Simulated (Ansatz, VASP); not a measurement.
KF: VASP beside Ansatz

Contents of INCAR:

```
PREC = Accurate ; ENCUT = 520
EDIFF = 1E-6 ; ISMEAR = 0
SIGMA = 0.05 ; LREAL = False
LASPH = True ; NELM = 100
ALGO = Normal ; ISIF = 2
LWAVE = False ; LCHARG = True
GGA = PS ; LELF = True
LVHAR = True ; NBANDS = 15
```

Contents of KPOINTS:

```
regular mesh
0
Gamma
  8 8 8
```

POSCAR

```
KF
1.0
    3.1285968000      0.0000000000      0.0000000000
    0.0000000000      3.1285968000      0.0000000000
    0.0000000000      0.0000000000      3.1285968000
K F
1 1
Direct
    0.0000000000      0.0000000000      0.0000000000
    0.5000000000      0.5000000000      0.5000000000
```

Input for Ansatz:

```yaml
crystal:
  lattice:
    - [3.1285968, 0.0, 0.0]
    - [0.0, 3.1285968, 0.0]
    - [0.0, 0.0, 3.1285968]
  atoms:
    - { symbol: K, position: [0.0, 0.0, 0.0] }
    - { symbol: F, position: [0.5, 0.5, 0.5] }
basis:
  ecutwfc: 420
kpoints:
  mp_grid: { grid: [8, 8, 8] }
hamiltonian:
  xc: pbesol
scf:
  occupations: { method: gaussian, width: 0.05 }
output:
  forces: true
  stress: true
  eigenvalues: true
```

Change from the starting cell: strain -0.040 along x and y, -0.040 along z, atoms carried along.

Alike in both runs: task single point; functional PBEsol; k mesh 8 × 8 × 8; occupations gaussian, width 0.05 eV; no spin polarisation.

```csv
,VASP,Ansatz
version,VASP 6.6.1,Ansatz 0.2.0
potentials or method,"VASP PAW PBE potentials, release 64 (K_sv, F)","scalar-relativistic, plane waves, PAW"
plane-wave cutoff (eV),520,420
valence electrons in the cell,16,16
```

|  | VASP | Ansatz | Ansatz less VASP |
| --- | --- | --- | --- |
| gap on the k mesh at the Fermi level (eV) | 6.99 | 7.01 | +0.020 |
| least direct gap on the mesh (eV) | 7.01 | 7.03 | +0.020 |
| pressure (GPa) | 2.1 | 2.0 | -0.13 |

Caveats: the PAW data sets were made with another functional, which shifts forces and pressure a little (VASP). A k mesh can miss the band edges.
